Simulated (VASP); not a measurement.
## AgCl (Chlorargyrite): relaxation of the atoms with LDA

AgCl (Chlorargyrite):

```
CELL_PARAMETERS angstrom
0.00000 2.64190 2.64190
2.64190 0.00000 2.64190
2.64190 2.64190 0.00000
ATOMIC_POSITIONS crystal
Ag 0.00000 0.00000 0.00000
Cl 0.50000 0.50000 0.50000
```

The cell isn't the ideal one: a relaxed cell with its volume scaled by 0.96.

```
Program                : VASP 6.6.1
Task                   : relaxation of the atoms
Functional             : LDA
Potentials or basis    : VASP PAW LDA potentials, release 64 (Ag, Cl)
Cutoff                 : 600 eV
k mesh                 : 8 × 8 × 8
Occupations            : gaussian, width 0.03 eV
Spin                   : no spin polarisation
Further INCAR settings : ALGO = Normal; EDIFF = 1e-07; IBRION = 2; EDIFFG = -0.01; NSW = 40
```

```json
{
  "Pressure after relaxing": "3.1 GPa",
  "Band gap on the k mesh": "0.68 eV, indirect (least direct gap 3.54 eV)"
}
```

Final structure:
```xyz
2
Lattice="0.0000 2.6419 2.6419 2.6419 0.0000 2.6419 2.6419 2.6419 0.0000" Properties=species:S:1:pos:R:3 pbc="T T T"
Ag    0.0000    0.0000    0.0000
Cl    2.6419    2.6419    2.6419
```

Levels at points of the mesh, in eV from the valence-band top:
```
           k point  band 5  band 6  band 7  band 8  band 9  band 10  band 11  band 12  band 13
(0.00, 0.00, 0.00)   -3.17   -3.17   -2.94   -2.94   -2.94     0.68    10.69    10.69    10.69
(0.50, 0.00, 0.00)   -2.68   -2.68   -2.27    0.00    0.00     3.54     7.14     7.14     7.21
(0.50, 0.50, 0.00)   -3.71   -2.90   -2.51   -2.51   -2.29     1.86     7.66     8.90    12.01
```

Run time: 8 s on 1 thread of AMD EPYC 9R45 96-Core Processor (Zen 5) (shared host), peak memory 0.13 GiB.

Caveat: the relaxation stopped at its first step, so nothing moved. A k mesh can miss the band edges.
